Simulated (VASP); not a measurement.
A run of VASP 6.6.1 is set up as follows.

The input INCAR:

```
SYSTEM = InSe
ALGO = All
AMIN = 0.01
DIPOL = 0.5 0.5 0.500
EDIFF = 1E-7
ENCUT = 520
IDIPOL = 3
ISIF = 2
ISMEAR = 0
KPAR = 4
LASPH = .True.
LCHARG = .False.
LDIPOL = .True.
LMIXTAU = .True.
LREAL = .False.
LVACPOTAV = .True.
LVHAR = .True.
LWAVE = .False.
METAGGA = R2SCAN
NBANDS = 69
NELM = 120
PREC = Accurate
SIGMA = 0.03
```

The input KPOINTS:

```
k-points
0
Gamma
  9 9 1
  0 0 0
```

The input POSCAR:

```
InSe                                    
1.0
    4.0326492982      0.0000000000      0.0000000000
   -2.0163246491      3.4923767418      0.0000000000
    0.0000000000      0.0000000000     40.2377120000
  Se              In            
     6     6
Direct
     0.0000000000000000    0.0000000000000000    0.2260665145421235
     0.0000000000000000    0.0000000000000000    0.3597532231691628
     0.6666666699999979    0.3333333300000021    0.4332963079836505
     0.6666666699999979    0.3333333300000021    0.5667206531990853
     0.3333333300000021    0.6666666699999979    0.6402187966260703
     0.3333333300000021    0.6666666699999979    0.7738616689172029
     0.6666666699999979    0.3333333300000021    0.2582189200510114
     0.6666666699999979    0.3333333300000021    0.3276815510392913
     0.3333333300000021    0.6666666699999979    0.4652822692367273
     0.3333333300000021    0.6666666699999979    0.5346912625083873
     0.0000000000000000    0.0000000000000000    0.6722476630599372
     0.0000000000000000    0.0000000000000000    0.7417094696673506
```

KPOINTS_OPT

```
explicit points
67
Reciprocal
 0.0000000000  0.0000000000  0.0000000000 1
 0.0357142900  0.0000000000  0.0000000000 1
 0.0714285700  0.0000000000  0.0000000000 1
 0.1071428600  0.0000000000  0.0000000000 1
 0.1428571400  0.0000000000  0.0000000000 1
 0.1785714300  0.0000000000  0.0000000000 1
 0.2142857100  0.0000000000  0.0000000000 1
 0.2500000000  0.0000000000  0.0000000000 1
 0.2857142900  0.0000000000  0.0000000000 1
 0.3214285700  0.0000000000  0.0000000000 1
 0.3571428600  0.0000000000  0.0000000000 1
 0.3928571400  0.0000000000  0.0000000000 1
 0.4285714300  0.0000000000  0.0000000000 1
 0.4642857100  0.0000000000  0.0000000000 1
 0.5000000000  0.0000000000  0.0000000000 1
 0.4791666700  0.0416666700  0.0000000000 1
 0.4583333300  0.0833333300  0.0000000000 1
 0.4375000000  0.1250000000  0.0000000000 1
 0.4166666700  0.1666666700  0.0000000000 1
 0.3958333300  0.2083333300  0.0000000000 1
 0.3750000000  0.2500000000  0.0000000000 1
 0.3541666700  0.2916666700  0.0000000000 1
 0.3333333300  0.3333333300  0.0000000000 1
 0.3137254900  0.3137254900  0.0000000000 1
 0.2941176500  0.2941176500  0.0000000000 1
 0.2745098000  0.2745098000  0.0000000000 1
 0.2549019600  0.2549019600  0.0000000000 1
 0.2352941200  0.2352941200  0.0000000000 1
 0.2156862700  0.2156862700  0.0000000000 1
 0.1960784300  0.1960784300  0.0000000000 1
 0.1764705900  0.1764705900  0.0000000000 1
 0.1568627500  0.1568627500  0.0000000000 1
 0.1372549000  0.1372549000  0.0000000000 1
 0.1176470600  0.1176470600  0.0000000000 1
 0.0980392200  0.0980392200  0.0000000000 1
 0.0784313700  0.0784313700  0.0000000000 1
 0.0588235300  0.0588235300  0.0000000000 1
 0.0392156900  0.0392156900  0.0000000000 1
 0.0196078400  0.0196078400  0.0000000000 1
 0.0000000000  0.0000000000  0.0000000000 1
 0.0000000000  0.0000000000  0.0000000000 1
 0.0076394400 -0.0038197200  0.0000000000 1
-0.0076394400  0.0038197200  0.0000000000 1
 0.0222816900 -0.0111408500  0.0000000000 1
-0.0222816900  0.0111408500  0.0000000000 1
-0.0000000000  0.0066159500  0.0000000000 1
 0.0000000000 -0.0066159500  0.0000000000 1
-0.0000000000  0.0192965100  0.0000000000 1
 0.0000000000 -0.0192965100  0.0000000000 1
 0.5000000000  0.0000000000  0.0000000000 1
 0.5076394400 -0.0038197200  0.0000000000 1
 0.4923605600  0.0038197200  0.0000000000 1
 0.5222816900 -0.0111408500  0.0000000000 1
 0.4777183100  0.0111408500  0.0000000000 1
 0.5000000000  0.0066159500  0.0000000000 1
 0.5000000000 -0.0066159500  0.0000000000 1
 0.5000000000  0.0192965100  0.0000000000 1
 0.5000000000 -0.0192965100  0.0000000000 1
 0.3333333300  0.3333333300  0.0000000000 1
 0.3409727700  0.3295136100  0.0000000000 1
 0.3256938900  0.3371530500  0.0000000000 1
 0.3556150200  0.3221924800  0.0000000000 1
 0.3110516400  0.3444741800  0.0000000000 1
 0.3333333300  0.3399492800  0.0000000000 1
 0.3333333300  0.3267173800  0.0000000000 1
 0.3333333300  0.3526298400  0.0000000000 1
 0.3333333300  0.3140368200  0.0000000000 1
```

Potentials or basis: VASP PAW PBE potentials, release 64 (Se, In_d).

The run is started by

```bash
$ cat potpaw_PBE.64/Se/POTCAR potpaw_PBE.64/In_d/POTCAR > POTCAR
$ mpirun -np 4 vasp_std > vasp.out
```

Task: Predict the band gap on the k mesh.

Result: 1.20 eV, indirect (least direct gap 1.21 eV).

Task: Predict the largest force.

Result: 0.265 eV/Å.

Task: Estimate the band gap along the path.

Result: 1.19 eV, indirect (least direct gap 1.21 eV).

Task: What does it give for the ionisation potential of the upper face?

Result: 5.78 eV.

Forces in eV/Å, atoms in the order of the input:
```
Se   0.000  0.000  0.184
Se   0.000  0.000 -0.265
Se   0.000  0.000  0.251
Se   0.000  0.000 -0.256
Se   0.000  0.000  0.263
Se   0.000  0.000 -0.184
In   0.000  0.000 -0.191
In   0.000  0.000  0.134
In   0.000  0.000 -0.140
In   0.000  0.000  0.142
In   0.000  0.000 -0.130
In   0.000  0.000  0.191
```

Caveat: the PAW data sets were made with another functional, which shifts forces and pressure a little; spin-orbit coupling is left out, which moves the levels of the heavy elements. r2SCAN opens gaps a little over a GGA but as a rule still falls short of measured ones.
